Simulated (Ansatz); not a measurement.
# BN (P6_3mc) in Ansatz: band structure with HSEsol

Aim: the band structure of BN with HSEsol.

Program: Ansatz 0.2.0. These are calculated values, not measurements. Logs are shortened: lines on timing, memory, paths and dates and some standing lists are left out, and cuts for length are marked.

### 1 Starting point

The structure is hexagonal, space group P6_3mc (No. 186). The conventional cell has a = 2.554 Å, b = 2.554 Å, c = 4.227 Å, α = 90.00°, β = 90.00°, γ = 120.00°. Around N (site symmetry 3m) lie 4 B at 1.57 to 1.58 Å. B (site symmetry 3m) has 4 N at 1.57 to 1.58 Å as nearest neighbours.

Measurements of this composition are mostly on another form, of space group No. 194.

### 2 Band structure, HSEsol

The input, input.yaml:

```yaml
crystal:
  lattice:
    - [2.5539396017, 0.0, 0.0]
    - [-1.2769698009, 2.2117765748, 0.0]
    - [0.0, 0.0, 4.226855]
  atoms:
    - { symbol: "N", position: [0.3333333333, 0.6666666667, 0.125276] }
    - { symbol: "N", position: [0.6666666667, 0.3333333333, 0.625276] }
    - { symbol: B, position: [0.3333333333, 0.6666666667, 0.499724] }
    - { symbol: B, position: [0.6666666667, 0.3333333333, 0.999724] }
hamiltonian:
  xc:
    exchange: hjs_pbesol
    correlation: pbesol
    exx: { coeff: 0.25, omega: 0.207 }
  pseudopotentials: { kind: paw }
kpoints:
  mp_grid: { grid: [6, 6, 3] }
  band_path:
    path:
      - [[0.0, 0.0, 0.0], [0.5, 0.0, 0.0], [0.3333333333, 0.3333333333, 0.0], [0.0, 0.0, 0.0], [0.0, 0.0, 0.5], [0.5, 0.0, 0.5], [0.3333333333, 0.3333333333, 0.5], [0.0, 0.0, 0.5]]
      - [[0.5, 0.0, 0.5], [0.5, 0.0, 0.0]]
      - [[0.3333333333, 0.3333333333, 0.0], [0.3333333333, 0.3333333333, 0.5]]
    npoints: 4
scf:
  occupations: { method: fermi_dirac, width: 0.05 }
  n_extra_bands: 10
output:
  forces: true
  stress: true
  eigenvalues: true
  fatbands: false
```

Potentials or basis: Ansatz PAW.

Command:

```sh
$ ansatz run input.yaml --threads 2 --pin off --max-ram 5632MiB --backend cpu --events-out ev --progress --plain --runs-dir out
```

The log of the run:

```text
Warning: output.stress: scf.convergence.dr2_threshold = 1e-7 eV (the SCF's general default) is looser than the 4e-10 eV advised for a printed stress (1e-10 eV for each atom of the cell: 4). What an SCF threshold leaves in a stress goes as its square root, and in the free energy as the threshold itself, and one threshold admits the most on a small cell: of the crystals measured, under no hybrid functional and no lock of the moments, on runs that ended without the residual-converged pass, on stresses that held no estimate of that error, the worst erred by over 100 MPa in a component at 1e-7 eV an atom and by under 5 at 1e-10. Set scf.convergence.dr2_threshold to 4e-10 eV or tighter. The threshold is an SCF's pass mark: one that does not reach it within its budget of iterations ends unconverged, or closes short of it on a stop that the run arms, and scf.convergence.dr2_threshold's page says what that costs each kind of run
Warning: output.stress: scf.exx.energy_threshold = 1e-6 eV is looser than the 4e-8 eV advised for a stress under a hybrid functional (1e-8 eV for each atom of the cell: 4). Every SCF of the exchange loop can meet its threshold on dr2 while the loop round them stops early: no threshold on dr2 bounds what that leaves in the stress. Set scf.exx.energy_threshold to 4e-8 eV or tighter. The threshold is the loop's pass mark: a loop that does not reach it within its budget of cycles ends unconverged, and scf.exx.energy_threshold's page has the law
Warning: RAYON_NUM_THREADS=2 ignored (pool sized by the plan → 2); use --threads N
scf.n_extra_bands = 10 over 8 filled bands (N_el = 16.0): the run solves 18 bands
Engine: ansatz 0.2.0, aarch64-unknown-linux-gnu
Pseudopotentials: kind: paw
Pseudopotential: N, paw, valence charge 5, recommended cutoff 420 eV (normal), N.paw.azcp
Pseudopotential: B, paw, valence charge 3, recommended cutoff 420 eV (normal), B.paw.azcp
Functional definition: unnamed
  parameter a_1 = 0.25
  parameter omega_1 = 0.207/angstrom
  exchange = pbe_x(mu = 0.12345679012345678) + (-a_1)*hjs_pbesol_x_sr(omega_1) + a_1*exact_x_sr(omega_1)
  correlation = pbe_c(beta = 0.046)
Crystal: 4 atoms, lattice volume = 23.876 Å³
Basis set: ecut = 420 eV, 465 PW (Γ), exchange–correlation on 36×36×60 points (8 copies of the dense FFT grid, shifted against one another)
Bands: 18, of which v1, the nominal top of the filled ones, is band 8 counted from 1 (7 counted from 0)
Symmetry: 12 space group operations
Space group: P63mc (ITA 186), of the structure as read, at distance tolerance 2.9e-5 Å
k-points: 14 of 108 (time reversal used)
Non-local potential: N, projectors of the file, l = 0: 2, l = 1: 2, l = 2: 1
Non-local potential: B, projectors of the file, l = 0: 2, l = 1: 2, l = 2: 1
PAW form: soft (Blöchl's): semilocal exchange-correlation on the pseudo side does not see the compensation charge
PAW frozen core: N, regenerated for the run's functional, and the local potential with it (the file was generated under x = pbe(κ = 0.804, μ = 0.2195149727645171), c = pbe(β = 0.06672455060314922))
PAW frozen core: B, regenerated for the run's functional, and the local potential with it (the file was generated under x = pbe(κ = 0.804, μ = 0.2195149727645171), c = pbe(β = 0.06672455060314922))
PAW one-centre angular grid: N, 110 points (default); XC on 64 Gauss nodes
PAW one-centre angular grid: B, 110 points (default); XC on 64 Gauss nodes
Initial density: superposition of atomic densities (neutral atoms: chi_scale 0, normalization atom), corrected by the library's trained network
Initial wavefunctions: pseudopotential atomic-orbital guess
Functional: x = pbesol(κ = 0.804, μ = 0.12345679012345678), c = pbesol(β = 0.046), warm-up for x = hjs_pbesol + 0.25 (exact − hjs_pbesol) at short range (ω = 0.207 Å⁻¹), c = pbesol(β = 0.046)
SCF iter   1: F=—  HF=-1067.596567 eV  |F-HF|=—  |Δ(HF+E_count)|=         —  Δρ=1.15e-2  dr2=2.41e-2  ethr=1.77e-3  ⟨swp⟩=7.5  Hψ=1183  notcnv=0
preconditioner: auto → none  [insulator: Δε(μ)=4.873 eV  Ē_g=21.407 eV  σ=0.050 eV  W_gap=1.00  n_scr=2 (ndim 8)  ℏωp=30.4 eV  f_vac=0.000  D(μ)=0.00/eV (n_scr^D=0)]
SCF iter   2: F=—  HF=-1067.589622 eV  |F-HF|=—  |Δ(HF+E_count)|=   6.95e-3  Δρ=4.02e-3  dr2=3.09e-3  ethr=1.51e-4  ⟨swp⟩=2.3  Hψ=487  notcnv=0  defer=1
iter 3 solved again at ethr=6.74e-8 eV; its pass at ethr=1.93e-5 eV (dr2=1.08e-5 eV) is discarded
SCF iter   3: F=-1067.588741 eV  HF=-1067.588737 eV  |F-HF|=4.00e-6  |Δ(HF+E_count)|=   8.85e-4  Δρ=3.80e-4  dr2=1.11e-5  ethr=6.74e-8  ⟨swp⟩=3.1  Hψ=848  notcnv=0
SCF 1 stopped early in 3 iterations: F = -1067.588741 eV  dr2 = 1.11e-5
Initial density: handed on by an earlier stage of this run
Initial wavefunctions: those handed on with the density
Functional: x = hjs_pbesol + 0.25 (exact − hjs_pbesol) at short range (ω = 0.207 Å⁻¹), c = pbesol(β = 0.046)
Exchange kernel: α = 0.2500, screened, ω = 0.2070 Å⁻¹, Wigner–Seitz truncation, v(0) = 1022.4432 eV·Å³, q-mesh 6×6×3, nearest image of the exchange supercell L = 12.68 Å, pair-density grid 12×12×20, without the augmentation charges, whose exchange is taken in its separable form by FFT convolution over the k-point mesh (sized by the pseudopotential files, 15×15×30 at the most), smooth part of the exact exchange by density-matrix convolution
Frozen-core exchange: fock
SCF iter   1: F=—  HF=-1073.037957 eV  |F-HF|=—  |Δ(HF+E_count)|=         —  Δρ=8.98e-3  dr2=1.35e-2  ethr=6.96e-7  ⟨swp⟩=6.1  Hψ=1243  notcnv=0
preconditioner: auto → none  [insulator: Δε(μ)=6.402 eV  Ē_g=24.142 eV  σ=0.050 eV  W_gap=1.00  n_scr=2 (ndim 8)  ℏωp=30.4 eV  f_vac=0.000  D(μ)=0.00/eV (n_scr^D=0)]
SCF iter   2: F=—  HF=-1073.033377 eV  |F-HF|=—  |Δ(HF+E_count)|=   4.58e-3  Δρ=3.97e-3  dr2=1.68e-3  ethr=6.96e-7  ⟨swp⟩=4.0  Hψ=611  notcnv=0
SCF iter   3: F=—  HF=-1073.037073 eV  |F-HF|=—  |Δ(HF+E_count)|=   3.70e-3  Δρ=1.26e-3  dr2=2.53e-4  ethr=6.96e-7  ⟨swp⟩=3.0  Hψ=485  notcnv=0
SCF iter   4: F=—  HF=-1073.036986 eV  |F-HF|=—  |Δ(HF+E_count)|=   8.71e-5  Δρ=2.07e-4  dr2=1.15e-5  ethr=6.96e-7  ⟨swp⟩=2.1  Hψ=371  notcnv=0
SCF iter   5: F=—  HF=-1073.037016 eV  |F-HF|=—  |Δ(HF+E_count)|=   3.07e-5  Δρ=1.31e-4  dr2=3.78e-6  ethr=3.91e-8  ⟨swp⟩=3.1  Hψ=573  notcnv=0  defer=1
SCF iter   6: F=-1073.037015 eV  HF=-1073.037015 eV  |F-HF|=2.15e-8  |Δ(HF+E_count)|=   1.27e-6  Δρ=9.39e-6  dr2=3.57e-7  ethr=2.15e-8  ⟨swp⟩=2.1  Hψ=392  notcnv=0
SCF 2 stopped early in 6 iterations: F = -1073.037015 eV  dr2 = 3.57e-7
  Residual-converged pass: ⟨swp⟩=3.0  Hψ=476  notcnv=0  max |occ|·‖R‖ = 5.9e-6 eV (tolerance 6.7e-6 eV)  dr2=3.54e-7  dr2_onsite=2.07e-9  max |Δocc| = 0.0e0
hybrid outer 1: dexx = +4.618e-3 eV, tail = 9.12e-6 eV
Exchange kernel: α = 0.2500, screened, ω = 0.2070 Å⁻¹, Wigner–Seitz truncation, v(0) = 1022.4432 eV·Å³, q-mesh 6×6×3, nearest image of the exchange supercell L = 12.68 Å, pair-density grid 12×12×20, without the augmentation charges, whose exchange is taken in its separable form by FFT convolution over the k-point mesh (sized by the pseudopotential files, 15×15×30 at the most), smooth part of the exact exchange by density-matrix convolution
Frozen-core exchange: fock
SCF iter   1: F=—  HF=-1073.037040 eV  |F-HF|=—  |Δ(HF+E_count)|=         —  Δρ=4.30e-5  dr2=1.48e-7  ethr=2.85e-7  ⟨swp⟩=4.1  Hψ=674  notcnv=0
preconditioner: auto → none  [insulator: Δε(μ)=6.394 eV  Ē_g=24.126 eV  σ=0.050 eV  W_gap=1.00  n_scr=2 (ndim 8)  ℏωp=30.4 eV  f_vac=0.000  D(μ)=0.00/eV (n_scr^D=0)]
SCF iter   2: F=—  HF=-1073.037040 eV  |F-HF|=—  |Δ(HF+E_count)|=   3.25e-8  Δρ=9.61e-6  dr2=9.38e-9  ethr=8.59e-10  ⟨swp⟩=3.2  Hψ=481  notcnv=0  defer=1
SCF iter   3: F=—  HF=-1073.037040 eV  |F-HF|=—  |Δ(HF+E_count)|=  5.91e-10  Δρ=4.21e-6  dr2=1.24e-9  ethr=3.96e-11  ⟨swp⟩=3.1  Hψ=441  notcnv=0  defer=4
SCF iter   4: F=-1073.037040 eV  HF=-1073.037040 eV  |F-HF|=2.05e-12  |Δ(HF+E_count)|=  5.43e-10  Δρ=1.42e-7  dr2=4.54e-10  ethr=4.96e-12  ⟨swp⟩=2.1  Hψ=388  notcnv=0
SCF 3 converged in 4 iterations: F = -1073.037040 eV  dr2 = 4.54e-10
  Residual-converged pass: ⟨swp⟩=2.6  Hψ=377  notcnv=0  max |occ|·‖R‖ = 6.1e-7 eV (tolerance 6.3e-7 eV)  dr2=4.54e-10  dr2_onsite=4.22e-13  max |Δocc| = 0.0e0
hybrid outer 2: dexx = +1.217e-7 eV, tail = 3.47e-9 eV, Δε = 1.61e-3 eV (about 3.24e-5 eV left of the loop's levels), ΔF = 6.19e-4 eV/Å (tail 1.56e-4)
NSCF: frozen V_eff on 39 k-points
hybrid SCF converged: 2 outer / 10 inner (+3 warm-up), last move |dexx| = 1.22e-7 eV, tail = 3.47e-9 eV
Stability not checked: this state was not tested for a lower state beside it, because the functional holds exact exchange (a hybrid, or Hartree-Fock), whose exchange loop this test does not read (fock_operator; see scf.lower_state_search)
Free energy (F): -1073.037040 eV
Frozen-core exchange: fock
Harris-Foulkes:  -1073.037040 eV  (|F-HF|=2.05e-12)
Internal energy: -1073.037040 eV  (E = F + TS)
E sigma→0 (E₀):  -1073.037040 eV
Fermi energy:    13.476121 eV
--- Per-component energies (eV) ---
  E_band       = 25.144464
  E_kinetic    = 369.424129
  E_local      = -352.056597  (includes V_loc(G=0)·N_el)
  E_nonlocal   = 111.559104
  E_hartree    = 98.928440
  E_xc         = -150.237361
  E_vxc        = -185.461739  (∫ρ·V_xc dr)
  E_exx        = -38.976480  (= α·E_x^exact, valence–valence)
  E_paw        = -398.338160  (= ΣΔE_a)
  E_vpaw       = -38.224492  (= ΣTr[D̂ρ^β])
  E_aug_tail   = 0.000196  (compensation charges beyond the density's cutoff)
  E_ewald      = -713.331445
  E_core_change = -0.008866  (= ΣΔE_core)
  E_smearing   = -0.000000  (= −TS)
  E_closure    = -0.000000  (closes the sum)
  Σ components = -1073.037040   (vs F -1073.037040, Δ=0.00e0)
--- Forces (eV/Å), atoms counted from 1 ---
  atom   1  N      0.00000000     0.00000000    -0.03722843
  atom   2  N     -0.00000000    -0.00000000    -0.03722843
  atom   3  B     -0.00000000    -0.00000000     0.03725581
  atom   4  B      0.00000000     0.00000000     0.03725581
  max |Σ_I F_I| component: 5.47e-5 eV/Å
--- Stress (GPa, compression-positive) ---
      -12.631936      -0.000000       0.000000
       -0.000000     -12.631936       0.000000
       -0.000000       0.000000     -13.696251
  P = ⅓ Tr σ = -12.9867 GPa (-129.867 kbar)
--- Band table (eV; the first three rows and the last of 14) ---
  k-point 0: bands = ["-11.8727", "-7.4463", "-1.5300", "8.0040", "8.0040", "10.0040", "10.2792", "10.2792", "20.2809", "20.2809", "20.4914", "21.3461", "22.6474", "24.0225", "24.0225", "28.5416", "33.4226", "33.4226"]
  k-point 1: bands = ["-11.1673", "-9.2055", "1.5021", "6.7836", "8.4898", "8.4898", "9.6112", "9.6112", "21.0670", "21.0670", "21.2714", "21.3491", "22.8687", "22.8687", "23.8519", "26.8757", "34.7038", "35.5427"]
  k-point 2: bands = ["-11.2296", "-6.9659", "-0.8818", "5.4523", "6.9912", "8.1197", "9.3708", "9.6474", "19.4739", "21.1855", "21.3794", "22.8289", "23.8467", "25.0529", "25.7271", "27.3737", "29.4005", "32.6827"]
  k-point 13: bands = ["-6.0865", "-6.0865", "0.9790", "0.9790", "1.1125", "3.0428", "6.4863", "6.4863", "19.4288", "21.9456", "21.9456", "24.2586", "26.7457", "26.7457", "29.0393", "29.0393", "31.0496", "31.4824"]
```

Wall time 36 s (2 threads of Arm Neoverse V2, shared host); peak memory 0.51 GiB.

What came out:

* Free energy: -1073.0370 eV
* Pressure: -13.0 GPa
* Largest force: 0.037 eV/Å
* Band gap on the k mesh: 6.39 eV, indirect (least direct gap 9.83 eV)
* Band gap along the path: 6.39 eV, indirect (least direct gap 9.82 eV)

Forces in eV/Å, atoms in the order of the input:
```
N    0.000  0.000 -0.037
N    0.000  0.000 -0.037
B    0.000  0.000  0.037
B    0.000  0.000  0.037
```

Stress tensor (GPa, compression positive):
```
-12.63   0.00   0.00
  0.00 -12.63   0.00
  0.00   0.00 -13.70
```

Levels at the corners of the path, in eV from the valence-band top:
```tsv
point	band 5	band 6	band 7	band 8	band 9	band 10	band 11	band 12
Γ	-2.28	-0.28	0.00	0.00	10.00	10.00	10.21	11.07
M	-7.47	-5.36	-4.69	-2.28	8.03	9.36	12.31	13.07
K	-7.85	-5.85	-5.83	-5.83	6.39	15.44	15.44	15.54
Γ	-2.28	-0.28	0.00	0.00	10.00	10.00	10.21	11.07
A	-1.26	-1.26	-1.26	-1.26	11.07	11.07	11.63	11.63
L	-4.05	-4.05	-3.85	-3.85	7.93	7.93	11.54	11.54
H	-8.29	-8.29	-3.26	-3.26	10.85	10.85	11.68	11.68
A	-1.26	-1.26	-1.26	-1.26	11.07	11.07	11.63	11.63
L	-4.05	-4.05	-3.85	-3.85	7.93	7.93	11.54	11.54
M	-7.47	-5.36	-4.69	-2.28	8.03	9.36	12.31	13.07
K	-7.85	-5.85	-5.83	-5.83	6.39	15.44	15.44	15.54
H	-8.29	-8.29	-3.26	-3.26	10.85	10.85	11.68	11.68
```

Caveat: the k mesh is coarse (spacing up to 0.50 Å⁻¹), so the values aren't converged, least of all with exact exchange; the pressure holds a Pulay correction of +0.8 GPa for the finite cutoff; the PAW data sets come from PBE, with cores solved anew for the run's functional, which leaves a small shift of forces and pressure; the thresholds are loose for stress.
